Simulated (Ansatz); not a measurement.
# ZnO (zincite) (P6_3mc) in Ansatz: further runs

Aim: see how the results for ZnO (zincite) move with the level of theory and the settings. Levels: LDA, PBE, revPBE. Tasks: relaxation of cell and atoms, relaxation of the atoms.

Everything below comes from runs of Ansatz 0.2.0. Logs are shortened: lines on timing, memory, paths and dates and some standing lists are left out, and cuts for length are marked.

**The experiment to reproduce.**

From “Electronic structure of alkaline earth and post-transition metal oxides”, 2009, arxiv:0908.1581, for a bulk crystal of ZnO: band gap 3.37 eV.

The results are compared with them further down.

### Step 1. The crystal as given

Symmetry: P6_3mc, No. 186, hexagonal system. The conventional cell has a = 3.249 Å, b = 3.249 Å, c = 5.206 Å, α = 90.00°, β = 90.00°, γ = 120.00°. Zn (site symmetry 3m) has 4 O at 1.97 to 1.98 Å as nearest neighbours. O (site symmetry 3m) is surrounded by 4 Zn at 1.97 to 1.98 Å.

### Step 2. Relaxation of cell and atoms, LDA, target pressure 20 GPa, at which the enthalpy is minimised

input.yaml reads:

```yaml
crystal:
  lattice:
    - [3.249308, 0.0, 0.0]
    - [-1.624654, 2.8139832727, 0.0]
    - [0.0, 0.0, 5.205709]
  atoms:
    - { symbol: Zn, position: [0.6666666667, 0.3333333333, 0.0] }
    - { symbol: Zn, position: [0.3333333333, 0.6666666667, 0.5] }
    - { symbol: O, position: [0.3333333333, 0.6666666667, 0.87901] }
    - { symbol: O, position: [0.6666666667, 0.3333333333, 0.37901] }
hamiltonian:
  xc: lda
  pseudopotentials: { kind: paw }
kpoints:
  mp_grid: { grid: [7, 7, 4] }
scf:
  occupations: { method: fermi_dirac, width: 0.05 }
output:
  forces: true
  stress: true
  eigenvalues: true
relax:
  f_tol: 0.01
  max_steps: 40
  cell: { stress_tol: 0.05, p_target: 20.0 }
```

Potentials or basis: Ansatz PAW.

Launch:

```bash
> ansatz run input.yaml --threads 2 --pin off --max-ram 5632MiB --backend cpu --events-out ev --progress --plain --runs-dir out
```

Output:

```text
Warning: RAYON_NUM_THREADS=2 ignored (pool sized by the plan → 2); use --threads N
Engine: ansatz 0.2.0, aarch64-unknown-linux-gnu
Pseudopotentials: kind: paw
Pseudopotential: Zn, paw, valence charge 12, recommended cutoff 420 eV (normal), Zn.paw.azcp
Pseudopotential: O, paw, valence charge 6, recommended cutoff 420 eV (normal), O.paw.azcp
Functional definition: SPW92
  exchange = slater_x
  correlation = pw_c
Crystal: 4 atoms, lattice volume = 47.598 Å³
Basis set: ecut = 420 eV, 941 PW (Γ)
Bands: 22, of which v1, the nominal top of the filled ones, is band 18 counted from 1 (17 counted from 0)
Symmetry: 12 space group operations
Space group: P63mc (ITA 186), of the structure as read, at distance tolerance 3.6e-5 Å
k-points: 24 of 196 (time reversal used)
Non-local potential: Zn, projectors of the file, l = 0: 2, l = 1: 2, l = 2: 3, l = 3: 1
Non-local potential: O, projectors of the file, l = 0: 2, l = 1: 2, l = 2: 1
PAW form: soft (Blöchl's): semilocal exchange-correlation on the pseudo side does not see the compensation charge
PAW frozen core: Zn, regenerated for the run's functional, and the local potential with it (the file was generated under x = pbe(κ = 0.804, μ = 0.2195149727645171), c = pbe(β = 0.06672455060314922))
PAW frozen core: O, regenerated for the run's functional, and the local potential with it (the file was generated under x = pbe(κ = 0.804, μ = 0.2195149727645171), c = pbe(β = 0.06672455060314922))
PAW one-centre angular grid: Zn, 590 points (default); XC on 64 Gauss nodes
PAW one-centre angular grid: O, 110 points (default); XC on 64 Gauss nodes
Initial density: superposition of atomic densities (neutral atoms: chi_scale 0, normalization atom), corrected by the library's trained network
Initial wavefunctions: pseudopotential atomic-orbital guess
Functional: x = slater, c = lda
SCF iter   1: F=—  HF=-7603.922083 eV  |F-HF|=—  |Δ(HF+E_count)|=         —  Δρ=1.86e-2  dr2=1.41e-1  ethr=1.77e-3  ⟨swp⟩=5.9  Hψ=2301  notcnv=0
preconditioner: auto → Resta (q_TF=auto, 2.604 Å⁻¹)  ε∞=7.7  [insulator: Δε(μ)=0.553 eV  Ē_g=12.495 eV  σ=0.050 eV  W_gap=0.99  n_scr=22 (ndim 8)  ℏωp=32.3 eV  f_vac=0.035  D(μ)=0.00/eV (n_scr^D=0)  ε∞_Penn≈7.7]
SCF iter   2: F=—  HF=-7603.885882 eV  |F-HF|=—  |Δ(HF+E_count)|=   3.62e-2  Δρ=3.86e-3  dr2=2.65e-3  ethr=3.92e-4  ⟨swp⟩=3.0  Hψ=1242  notcnv=0
SCF iter   3: F=—  HF=-7603.885151 eV  |F-HF|=—  |Δ(HF+E_count)|=   7.31e-4  Δρ=2.06e-3  dr2=1.16e-3  ethr=7.37e-6  ⟨swp⟩=1.1  Hψ=564  notcnv=0
SCF iter   4: F=—  HF=-7603.884777 eV  |F-HF|=—  |Δ(HF+E_count)|=   3.74e-4  Δρ=4.23e-4  dr2=4.82e-5  ethr=3.22e-6  ⟨swp⟩=2.0  Hψ=960  notcnv=0
SCF iter   5: F=—  HF=-7603.884768 eV  |F-HF|=—  |Δ(HF+E_count)|=   9.51e-6  Δρ=1.51e-4  dr2=1.06e-5  ethr=1.34e-7  ⟨swp⟩=2.0  Hψ=912  notcnv=0
SCF iter   6: F=—  HF=-7603.884770 eV  |F-HF|=—  |Δ(HF+E_count)|=   1.73e-6  Δρ=4.32e-5  dr2=9.73e-7  ethr=2.94e-8  ⟨swp⟩=3.0  Hψ=982  notcnv=0
SCF iter   7: F=-7603.884770 eV  HF=-7603.884770 eV  |F-HF|=5.40e-9  |Δ(HF+E_count)|=   1.94e-7  Δρ=1.17e-5  dr2=7.55e-8  ethr=2.78e-10  ⟨swp⟩=4.4  Hψ=1999  notcnv=0
SCF 1 converged in 7 iterations: F = -7603.884770 eV  dr2 = 7.55e-8
relax step   1: F+E_penalty+E_count = -7603.88476972 eV  Δ(F+E_penalty+E_count) = +0.000e0 eV  max|allowed force component| = 5.158e-2 eV/Å  Δτ_max = 0.0000 Å  P = -7.081 GPa  Ω = 47.598 Å³  (7 SCF iters, dr2 threshold 1.00e-7 eV, accepted)
Crystal: 4 atoms, lattice volume = 43.129 Å³
Basis set: ecut = 420 eV, 845 PW (Γ)
Initial density: handed on by an earlier stage of this run
Initial wavefunctions: those handed on with the density
iter 1 solved again at ethr=1.16e-4 eV; its pass at ethr=3.10e-3 eV (dr2=4.17e-2 eV) is discarded
SCF iter   1: F=—  HF=-7603.909732 eV  |F-HF|=—  |Δ(HF+E_count)|=         —  Δρ=1.08e-2  dr2=4.19e-2  ethr=1.16e-4  ⟨swp⟩=1.0  Hψ=2849  notcnv=0
preconditioner: auto → Resta (q_TF=auto, 2.647 Å⁻¹)  ε∞=7.4  [insulator: Δε(μ)=1.012 eV  Ē_g=13.361 eV  σ=0.050 eV  W_gap=1.00  n_scr=22 (ndim 8)  ℏωp=33.9 eV  f_vac=0.011  D(μ)=0.00/eV (n_scr^D=0)  ε∞_Penn≈7.4]
SCF iter   2: F=—  HF=-7603.897289 eV  |F-HF|=—  |Δ(HF+E_count)|=   1.24e-2  Δρ=3.03e-3  dr2=2.92e-3  ethr=1.16e-4  ⟨swp⟩=2.0  Hψ=1018  notcnv=0
SCF iter   3: F=—  HF=-7603.896577 eV  |F-HF|=—  |Δ(HF+E_count)|=   7.11e-4  Δρ=1.80e-3  dr2=1.62e-3  ethr=8.11e-6  ⟨swp⟩=2.9  Hψ=1036  notcnv=0
[... 62 lines left out ...]
Crystal: 4 atoms, lattice volume = 41.031 Å³
iter 1 solved again at ethr=2.10e-7 eV; its pass at ethr=3.10e-3 eV (dr2=7.54e-5 eV) is discarded
SCF iter   1: F=—  HF=-7603.695356 eV  |F-HF|=—  |Δ(HF+E_count)|=         —  Δρ=4.89e-4  dr2=7.54e-5  ethr=2.10e-7  ⟨swp⟩=2.0  Hψ=2609  notcnv=0
preconditioner: auto → none  [insulator: Δε(μ)=0.955 eV  Ē_g=13.665 eV  σ=0.050 eV  W_gap=1.00  n_scr=10 (ndim 8)  ℏωp=34.8 eV  f_vac=0.014  D(μ)=0.00/eV (n_scr^D=0)  ε∞_Penn≈7.5]
SCF iter   2: F=—  HF=-7603.695337 eV  |F-HF|=—  |Δ(HF+E_count)|=   1.90e-5  Δρ=2.64e-4  dr2=1.71e-5  ethr=2.09e-7  ⟨swp⟩=2.0  Hψ=960  notcnv=0
SCF iter   3: F=—  HF=-7603.695332 eV  |F-HF|=—  |Δ(HF+E_count)|=   4.88e-6  Δρ=7.22e-5  dr2=8.23e-7  ethr=4.75e-8  ⟨swp⟩=2.1  Hψ=929  notcnv=0
SCF iter   4: F=-7603.695332 eV  HF=-7603.695332 eV  |F-HF|=4.85e-7  |Δ(HF+E_count)|=   6.79e-8  Δρ=3.00e-5  dr2=2.74e-7  ethr=1.11e-9  ⟨swp⟩=5.2  Hψ=2388  notcnv=0
SCF 8 converged in 4 iterations: F = -7603.695332 eV  dr2 = 2.74e-7
relax step   8: F+E_penalty+E_count = -7603.69533197 eV  Δ(F+E_penalty+E_count) = +1.615e-2 eV  max|allowed force component| = 3.563e-4 eV/Å  Δτ_max = 0.0007 Å  P = +20.008 GPa  Ω = 41.031 Å³  energy of the carried Pulay correction = +8.440e-4 eV  (4 SCF iters, dr2 threshold 4.00e-7 eV, accepted)
iter 1 solved again at ethr=1.72e-7 eV; its pass at ethr=3.10e-3 eV (dr2=6.20e-5 eV) is discarded
SCF iter   1: F=—  HF=-7603.694431 eV  |F-HF|=—  |Δ(HF+E_count)|=         —  Δρ=5.09e-5  dr2=3.89e-7  ethr=1.72e-7  ⟨swp⟩=3.0  Hψ=3814  notcnv=0
preconditioner: auto → none  [insulator: Δε(μ)=0.951 eV  Ē_g=13.663 eV  σ=0.050 eV  W_gap=1.00  n_scr=10 (ndim 8)  ℏωp=34.8 eV  f_vac=0.015  D(μ)=0.00/eV (n_scr^D=0)  ε∞_Penn≈7.5]
SCF iter   2: F=—  HF=-7603.694429 eV  |F-HF|=—  |Δ(HF+E_count)|=   1.23e-6  Δρ=3.86e-5  dr2=3.46e-7  ethr=1.08e-9  ⟨swp⟩=2.0  Hψ=960  notcnv=0
SCF iter   3: F=—  HF=-7603.694429 eV  |F-HF|=—  |Δ(HF+E_count)|=   1.03e-7  Δρ=1.48e-5  dr2=1.45e-8  ethr=9.60e-10  ⟨swp⟩=2.0  Hψ=868  notcnv=0
SCF iter   4: F=—  HF=-7603.694429 eV  |F-HF|=—  |Δ(HF+E_count)|=  9.18e-10  Δρ=2.13e-6  dr2=1.14e-9  ethr=4.04e-11  ⟨swp⟩=2.2  Hψ=936  notcnv=0
SCF iter   5: F=-7603.694429 eV  HF=-7603.694429 eV  |F-HF|=2.73e-12  |Δ(HF+E_count)|=  3.38e-10  Δρ=5.11e-7  dr2=2.85e-11  ethr=1.00e-12  ⟨swp⟩=3.1  Hψ=2411  notcnv=0
SCF 9 converged in 5 iterations: F = -7603.694429 eV  dr2 = 2.85e-11
relax step   9: F+E_penalty+E_count = -7603.69442925 eV  Δ(F+E_penalty+E_count) = +9.027e-4 eV  max|allowed force component| = 4.338e-4 eV/Å  Δτ_max = 0.0000 Å  P = +19.988 GPa  Ω = 41.031 Å³  stress off target by 1.39e-2 GPa  SCF on the basis re-selected at this cell (its energy is not comparable with the rows above)  (5 SCF iters)
basis re-selected at this cell: Δ(F+E_penalty+E_count) = +9.027e-4 eV, ΔP = -0.020 GPa vs the last step (what re-selecting the basis moved, of the pressure what is left beyond the Pulay correction that the steps carried, after the strain that the cell walked since its last selection, with what the two solves' SCF thresholds leave and, on support functions, any second-order correction that the steps lacked; it is no measure of the basis error at this ecutwfc). This SCF's stress stands 1.39e-2 GPa from its target on what of the cell is left free (relax.cell.stress_tol is 5.00e-2 GPa) and its largest allowed force component is 4.34e-4 eV/Å (relax.f_tol is 1.00e-2 eV/Å): within both
SCF converged after 5 iterations
Free energy (F): -7603.694429 eV
Harris-Foulkes:  -7603.694429 eV  (|F-HF|=2.73e-12)
Internal energy: -7603.694428 eV  (E = F + TS)
E sigma→0 (E₀):  -7603.694429 eV
Entropy (-TS):   -0.000001 eV (-0.000 meV/atom)
Fermi energy:    9.717139 eV
--- Per-component energies (eV) ---
  E_band       = 115.233288
  E_kinetic    = 618.572268
  E_local      = -3779.771009  (includes V_loc(G=0)·N_el)
  E_nonlocal   = 1345.392801
  E_hartree    = 1553.791767
  E_xc         = -417.357559
  E_vxc        = -295.235658  (∫ρ·V_xc dr)
  E_paw        = -3814.403654  (= ΣΔE_a)
  E_vpaw       = -881.313106  (= ΣTr[D̂ρ^β])
  E_aug_tail   = 0.004329  (compensation charges beyond the density's cutoff)
  E_ewald      = -3113.231497
  E_core_change = 3.308126  (= ΣΔE_core)
  E_smearing   = -0.000001  (= −TS)
  E_closure    = 0.000000  (closes the sum)
  Σ components = -7603.694429   (vs F -7603.694429, Δ=0.00e0)
--- Forces (eV/Å), atoms counted from 1 ---
  atom   1  Zn     0.00000000    -0.00000000     0.00042277
  atom   2  Zn    -0.00000000    -0.00000000     0.00042277
  atom   3  O     -0.00000000    -0.00000000    -0.00044486
  atom   4  O      0.00000000     0.00000000    -0.00044486
  max |Σ_I F_I| component: 4.42e-5 eV/Å
--- Stress (GPa, compression-positive) ---
       19.988888      -0.000000      -0.000000
       -0.000000      19.988888      -0.000000
       -0.000000      -0.000000      19.986057
  P = ⅓ Tr σ = 19.9879 GPa (199.879 kbar)
--- Band table (eV; the first three rows and the last of 24) ---
  k-point 0: bands = ["-9.9417", "-8.9188", "2.2171", "2.5751", "2.5751", "2.6090", "2.8218", "2.8218", "4.2144", "4.2144", "4.5077", "4.5077", "4.8596", "8.2275", "8.2275", "9.0770", "9.2190", "9.2190", "10.1695", "14.8896", "17.7176", "22.7344"]
  k-point 1: bands = ["-9.8021", "-9.0794", "2.1193", "2.4471", "2.5952", "2.5952", "2.7681", "2.7681", "4.2719", "4.2719", "4.4816", "4.4816", "5.5019", "8.1275", "8.3728", "8.3728", "9.0746", "9.0746", "11.3103", "14.2999", "18.2258", "21.9212"]
  k-point 2: bands = ["-9.4513", "-9.4513", "2.1724", "2.1724", "2.6653", "2.6653", "2.6653", "2.6653", "4.3920", "4.3920", "4.3920", "4.3920", "6.8045", "6.8045", "8.7245", "8.7245", "8.7245", "8.7245", "12.9315", "12.9315", "19.6452", "19.6452"]
  k-point 23: bands = ["-8.7329", "-8.7329", "2.2421", "2.2421", "2.7740", "2.7740", "3.4160", "3.4160", "4.2899", "4.2899", "4.8235", "4.8235", "5.2084", "5.2084", "6.2240", "6.2240", "7.6139", "7.6139", "16.5434", "16.5434", "18.2657", "18.2657"]
--- Relaxed structure (7 steps of the walk, 7 accepted, 2 SCFs on fresh bases) ---
  F+E_penalty+E_count = -7603.69442925 eV   max|allowed force component| = 4.338e-4 eV/Å   (the final SCF, on the basis selected at the relaxed cell)
  cell:  # Å, volume = 41.0307 Å³
    - [3.081025206449721, -1.3814142327009357e-33, -2.3023570545015593e-34]
    - [-1.5405126032248606, 2.6682460984856533, -4.844247373812431e-18]
    - [-1.1065803093958651e-33, -8.961582109120295e-18, 4.99100194886861]
  atoms:
    - { symbol: Zn, position: [0.6666666666666667, 0.3333333333333333, 0.000698884437138747] }
    - { symbol: Zn, position: [0.3333333333333333, 0.6666666666666666, 0.5006988844371388] }
    - { symbol: O, position: [0.3333333333333333, 0.6666666666666666, 0.8783111155628612] }
    - { symbol: O, position: [0.6666666666666667, 0.3333333333333333, 0.37831111556286134] }
```

Run time: 14 s. Hardware: 2 threads of Arm Neoverse V1, shared host; peak memory 0.35 GiB.

What came out:

* Free energy: -7603.6944 eV
* Relaxed volume: 10.26 Å³/atom
* Relaxed cell: a = 3.081 Å, b = 3.081 Å, c = 4.991 Å, α = 90.00°, β = 90.00°, γ = 120.00°
* Space group after relaxing (to 0.05 Å): P6_3mc (No. 186)
* Energy change on relaxing (the enthalpy is what falls): +47.6 meV/atom
* Ionic steps: 9
* Pressure after relaxing: 20.0 GPa
* Band gap on the k mesh: 0.95 eV, direct

The path:
```tsv
step	energy change (eV)	largest force (eV/Å)	volume (Å³)
1	0.0000	0.0516	47.60
2	-0.0115	0.0549	43.13
3	0.2094	0.0219	40.73
4	0.1497	0.0136	41.20
5	0.1500	0.0055	41.20
6	0.1532	0.0015	41.17
7	0.1733	0.0009	41.17
8	0.1894	0.0004	41.03
9	0.1903	0.0004	41.03
```

Final structure:
```
CELL_PARAMETERS angstrom
3.08103 0.00000 0.00000
-1.54051 2.66825 0.00000
0.00000 0.00000 4.99100
ATOMIC_POSITIONS crystal
Zn 0.66667 0.33333 0.00070
Zn 0.33333 0.66667 0.50070
O 0.33333 0.66667 0.87831
O 0.66667 0.33333 0.37831
```

Levels at points of the mesh, in eV from the valence-band top:
```csv
k point,band 16,band 17,band 18,band 19,band 20,band 21
"(0.00, 0.00, 0.00)",-0.14,0.00,0.00,0.95,5.67,8.50
"(0.00, 0.00, -0.50)",-0.49,-0.49,-0.49,3.71,3.71,10.43
```

Caveat: odd divisions of the mesh miss points on the zone boundary, where band edges often lie, so the gap on the mesh can be too wide; the plane-wave basis is chosen anew once the cell has moved, so the energies of steps on either side of that aren't comparable; the pressure holds a Pulay correction of +1.0 GPa for the finite cutoff; the PAW data sets come from PBE, with cores solved anew for the run's functional, which leaves a small shift of forces and pressure.

(Part 1 of 2 ends here.)
